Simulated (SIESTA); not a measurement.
**Gd under changes of volume**

One of the cells (33.103 Å³/atom); the others are scaled copies at fixed shape and fractional positions:

```
Gd
1.0
     3.63600    0.00000    0.00000
    -1.81800    3.14887    0.00000
     0.00000    0.00000    5.78260
Gd
2
Direct
  0.66667 0.33333 0.75000
  0.33333 0.66667 0.25000
```

| Item | Value |
| --- | --- |
| Program | SIESTA 5.4.2 |
| Functional | LDA |
| Potentials or basis | PseudoDojo 3+ lanthanides (4f in the core) (PBE files) |
| Basis | DZP (energy shift 0.003 Ry; two zetas on semicore shells) |
| Grid cutoff | 800 Ry |
| Energy shift | 0.003 Ry |
| k mesh | 6 × 6 × 4 |
| Occupations | fermi-dirac, width 0.05 eV |
| Spin | collinear spin, ferromagnetic start |
| Starting moments | [7.0, 7.0] μB |

```csv
volume (Å³/atom),energy over the lowest point (meV/atom),pressure (GPa)
31.117,0.00,-2.1
31.779,10.82,-2.9
32.441,24.68,-3.6
33.103,41.40,-4.3
33.765,60.49,-4.9
34.427,81.95,-5.5
35.090,?,?
```

Task: What does the run at 35.090 Å³/atom give?

Result: Energy over the lowest point 105.59 meV/atom; pressure -6.0 GPa.

Worked out: A Birch-Murnaghan fit of order 3 (a polynomial in V^(-2/3)) to the other rows has no minimum within the range. It gives 105.44 meV/atom at 35.090 Å³/atom, against the run's 105.59, and -dE/dV = -5.9 GPa, against -6.0.

Energies are extrapolated to zero smearing.

Caveats: the potentials were made for another functional, which shifts forces and pressure; the basis of atomic orbitals isn't converged, which shifts pressures, moduli and gaps.
